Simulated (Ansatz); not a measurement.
# Sn in Ansatz: the effect of target pressure

The system is Sn.

```
CELL_PARAMETERS angstrom
-1.89465 1.89465 1.89465
1.89465 -1.89465 1.89465
1.89465 1.89465 -1.89465
ATOMIC_POSITIONS crystal
Sn 0.00000 0.00000 0.00000
```

This isn't the form of Sn at room conditions, which is tetragonal (white tin).

Alike in all runs:

* Program: Ansatz 0.2.0
* Task: relaxation of cell and atoms
* Functional: PBEsol
* Potentials or basis: Ansatz PAW
* Cutoff: 420 eV (not typed: the program's choice for these potentials)
* k mesh: 10 × 10 × 10
* Occupations: fermi-dirac, width 0.05 eV
* Spin: no spin polarisation

Each run relaxes the cell or the atoms first.

```tsv
target pressure	relaxed volume (Å³/atom)
0 GPa	25.98
2 GPa	?
5 GPa	24.08
10 GPa	22.80
20 GPa	21.04
30 GPa	19.80
```

**Question.** What does the run with target pressure 2 GPa give?

**Answer.** Relaxed volume 25.10 Å³/atom.

Worked out: In Murnaghan's law V^(-B') rises as a straight line in P. The other rows fit best with B' = 4.6, V0 = 25.99 Å³/atom and B0 = 56 GPa, which gives 25.14 Å³/atom at 2 GPa, against the run's 25.10.

Caveats: the plane-wave basis is chosen anew once the cell has moved, so the energies of steps on either side of that aren't comparable; the PAW data sets come from PBE, with cores solved anew for the run's functional, which leaves a small shift of forces and pressure; the volume moved by over 15 % at a fixed basis, so the end points are rough (some runs).
